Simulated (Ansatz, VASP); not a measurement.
Two plane-wave programs on InSb

```
In Sb
1.0
     0.00000    3.28172    3.28172
     3.28172    0.00000    3.28172
     3.28172    3.28172    0.00000
In Sb
1 1
Direct
  0.00000 0.00000 0.00000
  0.75000 0.75000 0.75000
```

Change from the starting cell: volume scaled by 1.04, PAW files.

Alike in both runs: task electric field gradients; functional PBE; k mesh 9 × 9 × 9; occupations fermi-dirac, width 0.05 eV; no spin polarisation.

|  | VASP | Ansatz |
| --- | --- | --- |
| version | VASP 6.6.1 | Ansatz 0.2.0 |
| potentials or method | VASP PAW PBE potentials, release 64 (In_d, Sb) | PAW with Ansatz's default frozen-core files, scalar-relativistic |
| plane-wave cutoff (eV) | 520 | 420 |
| valence electrons in the cell | 18 | 28 |

|  | VASP | Ansatz | Ansatz less VASP |
| --- | --- | --- | --- |
| pressure (GPa) | 1.3 | 1.3 | +0.02 |
| Vzz of the field gradient on the site that differs most (V/Å²) | 0.0 | 0.0 | 0.00 |

The functional is the same, so the differences come from potentials, cutoffs and numerics. The two sets of potentials don't hold the same shells in valence. Ansatz warned: «gradients_without_spin_orbit».

Spin-orbit coupling is left out, which matters for the levels of Sb.
